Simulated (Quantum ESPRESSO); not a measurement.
BaTiO3:

```
Ba Ti O
1.0
     2.82737    1.63238    2.31839
    -2.82737    1.63238    2.31839
     0.00000   -3.26476    2.31839
Ba Ti O
1 1 3
Direct
  0.00000 0.00000 0.00000
  0.48450 0.48450 0.48450
  0.50860 0.01750 0.50860
  0.01750 0.50860 0.50860
  0.50860 0.50860 0.01750
```

```yaml
Program: Quantum ESPRESSO 7.5
Task: phonons
Functional: PBEsol
Potentials_or_basis: GBRV 1.5 PBEsol
Cutoff: 612 eV
Density_cutoff: 4898 eV
k_mesh: 2 × 2 × 2, shifted
Occupations: fermi-dirac, width 0.05 eV
Spin: no spin polarisation
Mixing_beta: 0.5
Most_SCF_iterations: 120
SCF_threshold: 1e-09 Ry
Diago_david_ndim: 3
```

The cell and the atoms were relaxed first, to 12.55 Å³/atom (a = 3.973 Å, b = 3.973 Å, c = 3.973 Å, α = 90.00°, β = 90.00°, γ = 90.00°), and the response was taken there. The relaxed cell has space group Pm-3m (No. 221).

```
CELL_PARAMETERS angstrom
2.80961 1.62213 2.29411
-2.80961 1.62213 2.29411
0.00000 -3.24426 2.29411
ATOMIC_POSITIONS crystal
Ba 0.00385 0.00385 0.00385
Ti 0.50383 0.50383 0.50383
O 0.50385 0.00383 0.50385
O 0.00383 0.50385 0.50385
O 0.50385 0.50385 0.00383
```

The first run showed a gap, so the response started from a second, tighter run with fixed occupations.

At Γ the optical frequencies without the macroscopic field are 167 167 167 289 289 289 368 368 368 493 493 493 cm⁻¹, at a pressure of 0.0 GPa.

How do the modes respond when the cell is scaled evenly, at fixed shape?

The highest of these modes has a Grüneisen parameter of 0.98 and moves by +2.7 cm⁻¹ per GPa. None of the listed modes softens on compression. The pressures give a bulk modulus of about 182 GPa.

Frequencies at 99 % and 101 % of the volume (pressures 1.9 and -1.7 GPa), ions relaxed:
| mode | 99 % (cm⁻¹) | 101 % (cm⁻¹) | Grüneisen parameter |
| --- | --- | --- | --- |
| 4 | 170.7 | 162.5 | 2.48 |
| 5 | 170.8 | 162.5 | 2.48 |
| 6 | 170.8 | 162.5 | 2.48 |
| 7 | 307.9 | 267.9 | 6.96 |
| 8 | 308.0 | 267.9 | 6.96 |
| 9 | 308.0 | 267.9 | 6.96 |
| 10 | 371.0 | 365.0 | 0.81 |
| 11 | 371.0 | 365.0 | 0.81 |
| 12 | 371.0 | 365.0 | 0.81 |
| 13 | 498.2 | 488.5 | 0.98 |
| 14 | 498.2 | 488.5 | 0.98 |
| 15 | 498.2 | 488.5 | 0.98 |

Modes are matched by their order; those that don't vary smoothly over the three volumes are left out.

Caveat: the k mesh is coarse (spacing up to 0.78 Å⁻¹), so the values aren't converged; the cell relaxed to another space group than the one typed.
